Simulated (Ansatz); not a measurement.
## What a strained SiC layer does to its nuclei

Cell: a COD entry, its atoms then relaxed with PBE in this cell.

```
Si C
1.0
     3.07600    0.00000    0.00000
    -1.53800    2.66389    0.00000
     0.00000    0.00000    5.04800
Si C
2 2
Cartesian
  0.0000 1.7759 0.0227
  1.5380 0.8880 2.5467
  0.0000 1.7759 1.9208
  1.5380 0.8880 4.4448
```

Atom numbers follow the list; atoms alike are taken as one site, whose name carries the number of the first.

All values are calculated (Ansatz; DFT, PBE, plane waves and PAW, scalar-relativistic, 420 eV cutoff, Γ-centred 16×16×9 k-points, Fermi–Dirac smearing 0.02 eV), not measured.

The cell is stretched along z (the third Cartesian axis of the run's cell), x and y held, and the ions relax again each time.

| strain along z (%) | Si: V along z (10²¹ V/m²) | C: V along z (10²¹ V/m²) |
| --- | --- | --- |
| -3 | ? | ? |
| -2 | 0.05 | -0.08 |
| -1 | 0.17 | 0.06 |
| 0 | 0.34 | 0.20 |
| +1 | 0.46 | 0.34 |
| +2 | 0.64 | 0.48 |
| +3 | 0.83 | 0.62 |

(1) Estimate the row at -3 % from the others.

Results:

(1) Si: -0.06; C: -0.22. Worked for Si: a straight line through the other 6 rows has a slope of 0.156 × 10²¹ V/m² per per cent of strain and gives -0.13 at -3 %, against -0.06 from the run; over all rows the step per per cent runs from 0.11 at the compressed end to 0.19 at the stretched end, so the response isn't a straight line. Worked for C: a straight line through the other 6 rows has a slope of 0.140 × 10²¹ V/m² per per cent of strain and gives -0.22 at -3 %, against -0.22 from the run, so the response is nearly linear here.
